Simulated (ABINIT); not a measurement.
ZrB2:

```
CELL_PARAMETERS angstrom
3.17000 0.00000 0.00000
-1.58500 2.74530 0.00000
0.00000 0.00000 3.53300
ATOMIC_POSITIONS crystal
Zr 0.00000 0.00000 0.00000
B 0.66667 0.33333 0.50000
B 0.33333 0.66667 0.50000
```

Base run:

```yaml
Program: ABINIT 10.8.3 (patched build)
Functional: r2SCAN
Potentials_or_basis: JTH PAW PBE v2.0
Cutoff: 544 eV
k_mesh: 10 × 10 × 8
Occupations: fermi-dirac, width 0.05 eV
Spin: no spin polarisation
```

Its results: band gap on the k mesh none (metal or under the smearing width); pressure 0.4 GPa.

Question: The run is repeated on the same cell with these changes: functional from r2SCAN to RPBE. What comes out?

Answer: Band gap on the k mesh none (metal or under the smearing width); pressure 4.0 GPa.

Caveats: the PAW data sets were made with another functional, which shifts forces and pressure a little.
